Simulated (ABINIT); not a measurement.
# Ga (Cmcm) in ABINIT: equation of state

How stiff is Ga in PBE, and what volume does it want? The cell is scaled to several volumes.

All numbers are computed with ABINIT 10.8.3 (patched build); they aren't measurements. Logs are shortened: lines on timing, memory, paths and dates and some standing lists are left out, and cuts for length are marked. The log counts tension as positive stress, the text compression.

## 1. The structure

It takes space group Cmcm (No. 63, orthorhombic). Conventional cell: a = 2.900 Å, b = 8.130 Å, c = 3.170 Å, α = 90.00°, β = 90.00°, γ = 90.00°. Ga (site symmetry m2m) is surrounded by 8 Ga at 2.68 to 2.90 Å.

This isn't the form of Ga at room conditions, which is orthorhombic.

## 2. Equation of state, PBE

Contents of run.abi:

```
ndtset 7
getwfk -1
scalecart1 3*0.9795861087
scalecart2 3*0.9864848297
scalecart3 3*0.9932883884
scalecart4 3*1.0000000000
scalecart5 3*1.0066227096
scalecart6 3*1.0131594038
scalecart7 3*1.0196128224

pp_dirpath "./"
pseudos "Ga.GGA_PBE-JTH.xml"

acell 8.1558103505 8.1558103505 5.9904318151
rprim
     0.3359694209    -0.9418728939     0.0000000000
     0.3359694209     0.9418728939     0.0000000000
     0.0000000000     0.0000000000     1.0000000000
ntypat 1
znucl 31
natom 2
typat 1 1
chkprim 0
chksymtnons 0
tolsym 1.0e-6
xred
     0.1330000000     0.8670000000     0.7500000000
     0.8670000000     0.1330000000     0.2500000000

ecut 17.0
pawecutdg 34.0

kptopt 1
ngkpt 10 10 8
nshiftk 1
shiftk 0.0 0.0 0.0

ixc 11

nband 17
occopt 3
tsmear 0.00183747

nstep 100
tolvrs 1.0e-9

iomode 3
prtwf 1
prtden 0
prteig 0
prtebands 0
enunit 1
```

Potentials or basis: JTH PAW PBE v2.0.

Command:

```console
$ abinit run.abi > log 2>&1
```

run.abo:

```text
.Version 10.8.3 of ABINIT
 DATASET    1 : space group Cm c m (# 63); Bravais oC (1-face-center ortho.)
================================================================================
 Values of the parameters that define the memory need for DATASET  1.
     intxc =       0    ionmov =       0      iscf =      17    lmnmax =      18
     lnmax =       6     mgfft =      30  mpssoang =       3    mqgrid =    3001
     natom =       2  nloc_mem =       2    nspden =       1   nspinor =       1
    nsppol =       1      nsym =       8    n1xccc =       1    ntypat =       1
    occopt =       3   xclevel =       2
       mpw =         806          nfft =       21600          nkpt =         155
 PAW method is used; the additional fine FFT grid is defined by:
   mgfftf=        45    nfftf =     64800
================================================================================
================================================================================
[... 71 lines left out ...]
 DATASET    7 : space group Cm c m (# 63); Bravais oC (1-face-center ortho.)
================================================================================
 Values of the parameters that define the memory need for DATASET  7.
     intxc =       0    ionmov =       0      iscf =      17    lmnmax =      18
     lnmax =       6     mgfft =      32  mpssoang =       3    mqgrid =    3001
     natom =       2  nloc_mem =       2    nspden =       1   nspinor =       1
    nsppol =       1      nsym =       8    n1xccc =       1    ntypat =       1
    occopt =       3   xclevel =       2
       mpw =         911          nfft =       24576          nkpt =         155
 PAW method is used; the additional fine FFT grid is defined by:
   mgfftf=        45    nfftf =     72900
================================================================================
================================================================================

--------------------------------------------------------------------------------
------------- Echo of variables that govern the present computation ------------
--------------------------------------------------------------------------------
 -outvars: echo values of preprocessed input variables --------
            acell      8.1558103505E+00  8.1558103505E+00  5.9904318151E+00 Bohr
              amu      6.97230000E+01
          chkprim           0
      chksymtnons           0
             ecut      1.70000000E+01 Hartree
           enunit           1
           getwfk          -1
                       outvar_i_n : Printing only first  50 k-points.
              ixc          11
           jdtset        1    2    3    4    5    6    7
                       outvar_i_n : Printing only first  50 k-points.
         kptrlatt       10    0    0      0   10    0      0    0    8
          kptrlen1     4.69451503E+01
          kptrlen2     4.72757609E+01
          kptrlen3     4.76018109E+01
          kptrlen4     4.79234545E+01
          kptrlen5     4.82408376E+01
          kptrlen6     4.85540986E+01
          kptrlen7     4.88633687E+01
            natom           2
            nband          17
           ndtset           7
            ngfft1         30      30      24
            ngfft2         30      30      24
            ngfft3         32      32      24
            ngfft4         32      32      24
            ngfft5         32      32      24
            ngfft6         32      32      24
            ngfft7         32      32      24
          ngfftdg1         45      45      32
          ngfftdg2         45      45      32
          ngfftdg3         45      45      32
          ngfftdg4         45      45      32
          ngfftdg5         45      45      32
          ngfftdg6         45      45      32
          ngfftdg7         45      45      36
             nkpt         155
            nstep         100
             nsym           8
           ntypat           1
                       prtocc : prtvol=0, do not print more k-points.
           occopt           3
        pawecutdg      3.40000000E+01 Hartree
         pawxcdev           0
           prtden           0
        prtebands           0
           prteig           0
            rprim1     3.2911097766E-01 -9.2264560303E-01  0.0000000000E+00
                       3.2911097766E-01  9.2264560303E-01  0.0000000000E+00
                       0.0000000000E+00  0.0000000000E+00  9.7958610870E-01
            rprim2     3.3142873696E-01 -9.2914332134E-01  0.0000000000E+00
                       3.3142873696E-01  9.2914332134E-01  0.0000000000E+00
                       0.0000000000E+00  0.0000000000E+00  9.8648482970E-01
            rprim3     3.3371452464E-01 -9.3555140886E-01  0.0000000000E+00
                       3.3371452464E-01  9.3555140886E-01  0.0000000000E+00
                       0.0000000000E+00  0.0000000000E+00  9.9328838840E-01
            rprim4     3.3596942090E-01 -9.4187289390E-01  0.0000000000E+00
                       3.3596942090E-01  9.4187289390E-01  0.0000000000E+00
                       0.0000000000E+00  0.0000000000E+00  1.0000000000E+00
            rprim5     3.3819444881E-01 -9.4811064456E-01  0.0000000000E+00
                       3.3819444881E-01  9.4811064456E-01  0.0000000000E+00
                       0.0000000000E+00  0.0000000000E+00  1.0066227096E+00
            rprim6     3.4039057817E-01 -9.5426737964E-01  0.0000000000E+00
                       3.4039057817E-01  9.5426737964E-01  0.0000000000E+00
                       0.0000000000E+00  0.0000000000E+00  1.0131594038E+00
            rprim7     3.4255872948E-01 -9.6034567969E-01  0.0000000000E+00
                       3.4255872948E-01  9.6034567969E-01  0.0000000000E+00
                       0.0000000000E+00  0.0000000000E+00  1.0196128224E+00
          spgroup          63
           tolsym      1.00000000E-06
           tolvrs      1.00000000E-09
           tsmear      1.83747000E-03 Hartree
            typat      1  1
           useylm           1
                       outvars : Printing only first  50 k-points.
           xangst1     1.4203998565E+00  2.9228008665E+00  2.3289659719E+00
                       1.4203998565E+00 -2.9228008665E+00  7.7632199062E-01
           xangst2     1.4304030019E+00  2.9433846494E+00  2.3453676810E+00
                       1.4304030019E+00 -2.9433846494E+00  7.8178922701E-01
           xangst3     1.4402681621E+00  2.9636844955E+00  2.3615431418E+00
                       1.4402681621E+00 -2.9636844955E+00  7.8718104728E-01
           xangst4     1.4499999989E+00  2.9837099981E+00  2.3774999984E+00
                       1.4499999989E+00 -2.9837099981E+00  7.9249999947E-01
           xangst5     1.4596029278E+00  3.0034702429E+00  2.3932454905E+00
                       1.4596029278E+00 -3.0034702429E+00  7.9774849682E-01
           xangst6     1.4690811344E+00  3.0229738428E+00  2.4087864809E+00
                       1.4690811344E+00 -3.0229738428E+00  8.0292882697E-01
           xangst7     1.4784385913E+00  3.0422289724E+00  2.4241294836E+00
                       1.4784385913E+00 -3.0422289724E+00  8.0804316121E-01
            xcart1     2.6841667181E+00  5.5232931583E+00  4.4011078434E+00
                       2.6841667181E+00 -5.5232931583E+00  1.4670359478E+00
            xcart2     2.7030699234E+00  5.5621908705E+00  4.4321025817E+00
                       2.7030699234E+00 -5.5621908705E+00  1.4773675272E+00
            xcart3     2.7217123742E+00  5.6005520200E+00  4.4626697726E+00
                       2.7217123742E+00 -5.6005520200E+00  1.4875565909E+00
            xcart4     2.7401028804E+00  5.6383947355E+00  4.4928238613E+00
                       2.7401028804E+00 -5.6383947355E+00  1.4976079538E+00
            xcart5     2.7582497861E+00  5.6757361865E+00  4.5225785290E+00
                       2.7582497861E+00 -5.6757361865E+00  1.5075261763E+00
            xcart6     2.7761610007E+00  5.7125926487E+00  4.5519467447E+00
                       2.7761610007E+00 -5.7125926487E+00  1.5173155816E+00
            xcart7     2.7938440316E+00  5.7489795701E+00  4.5809408178E+00
                       2.7938440316E+00 -5.7489795701E+00  1.5269802726E+00
             xred      1.3300000000E-01  8.6700000000E-01  7.5000000000E-01
                       8.6700000000E-01  1.3300000000E-01  2.5000000000E-01
            znucl       31.00000

================================================================================

 chkinp: Checking input parameters for consistency, jdtset=   1.

 chkinp: Checking input parameters for consistency, jdtset=   2.
[... 40 lines left out ...]
 getcut: wavevector=  0.0000  0.0000  0.0000  ngfft=  45  45  32
         ecut(hartree)=     34.000   => boxcut(ratio)=   2.07752

--- Pseudopotential description ------------------------------------------------
- pspini: atom type   1  psp file is ./Ga.GGA_PBE-JTH.xml
 Pseudopotential format is: paw10
 basis_size (lnmax)=  6 (lmn_size= 18), orbitals=   0   0   1   1   2   2
 Spheres core radius: rc_sph= 2.10359248
 Shapefunction is BESSEL type: shapef(r,l)=aa(1,l)*jl(q(1,l)*r)+aa(2,l)*jl(q(2,l)*r)
 Radius for shape functions =  1.80829011
 Compensation charge density is not taken into account in XC energy/potential

   1.22813827E+03                                ecore*ucvol(ha*bohr**3)
--------------------------------------------------------------------------------

[... 1225 lines left out ...]
-Cartesian components of stress tensor (GPa)         [Pressure= -1.6031E+00 GPa]
- sigma(1 1)=  2.64749729E+00  sigma(3 2)=  0.00000000E+00
- sigma(2 2)=  1.35419849E+00  sigma(3 1)=  0.00000000E+00
- sigma(3 3)=  8.07549232E-01  sigma(2 1)=  0.00000000E+00

== END DATASET(S) ==============================================================
================================================================================

 -outvars: echo values of variables after computation  --------
            acell      8.1558103505E+00  8.1558103505E+00  5.9904318151E+00 Bohr
           etotal1    -1.5815159729E+02
           etotal2    -1.5815242059E+02
           etotal3    -1.5815299735E+02
           etotal4    -1.5815335491E+02
           etotal5    -1.5815351622E+02
           etotal6    -1.5815350527E+02
           etotal7    -1.5815333952E+02
            fcart1    -7.5508788685E-19 -4.5994816669E-03 -0.0000000000E+00
                       7.5508788685E-19  4.5994816669E-03 -0.0000000000E+00
            fcart2     3.9937352919E-19 -4.4333970477E-03 -1.7086844337E-29
                      -3.9937352919E-19  4.4333970477E-03  1.7086844337E-29
            fcart3     2.9223358236E-19 -4.2815556158E-03  8.4849037415E-30
                      -2.9223358236E-19  4.2815556158E-03 -8.4849037415E-30
            fcart4     2.4009920070E-19 -4.1361247214E-03 -0.0000000000E+00
                      -2.4009920070E-19  4.1361247214E-03 -0.0000000000E+00
            fcart5    -4.2093243086E-19 -3.9904595751E-03 -0.0000000000E+00
                       4.2093243086E-19  3.9904595751E-03 -0.0000000000E+00
[... 38 lines left out ...]
                       0.0000000000E+00  0.0000000000E+00  0.0000000000E+00
           xangst1     1.4203998565E+00  2.9228008665E+00  2.3289659719E+00
                       1.4203998565E+00 -2.9228008665E+00  7.7632199062E-01
           xangst2     1.4304030019E+00  2.9433846494E+00  2.3453676810E+00
                       1.4304030019E+00 -2.9433846494E+00  7.8178922701E-01
           xangst3     1.4402681621E+00  2.9636844955E+00  2.3615431418E+00
                       1.4402681621E+00 -2.9636844955E+00  7.8718104728E-01
           xangst4     1.4499999989E+00  2.9837099981E+00  2.3774999984E+00
                       1.4499999989E+00 -2.9837099981E+00  7.9249999947E-01
           xangst5     1.4596029278E+00  3.0034702429E+00  2.3932454905E+00
                       1.4596029278E+00 -3.0034702429E+00  7.9774849682E-01
           xangst6     1.4690811344E+00  3.0229738428E+00  2.4087864809E+00
                       1.4690811344E+00 -3.0229738428E+00  8.0292882697E-01
           xangst7     1.4784385913E+00  3.0422289724E+00  2.4241294836E+00
                       1.4784385913E+00 -3.0422289724E+00  8.0804316121E-01
             xred      1.3300000000E-01  8.6700000000E-01  7.5000000000E-01
                       8.6700000000E-01  1.3300000000E-01  2.5000000000E-01
 Calculation completed.
```

Run time: 5.6 min. Hardware: 1 thread of Arm Neoverse V2, shared host; peak memory 0.2 GiB.

What came out:

```
Equilibrium volume                        : 19.22 Å³/atom
Bulk modulus at fixed shape and positions : 49 GPa
Pressure derivative of the bulk modulus   : 5.0
```

Energy against volume, from the lowest point:
```tsv
volume (Å³/atom)	energy (meV/atom)
17.564	26.11
17.937	14.91
18.311	7.06
18.685	2.19
19.058	0.00
19.432	0.15
19.806	2.40
```

Caveat: pressures at fixed basis lie under the slope of the energies; the cell was scaled at fixed shape and fractional positions, which overstates the stiffness of a crystal with free parameters, most of all of layers and chains.
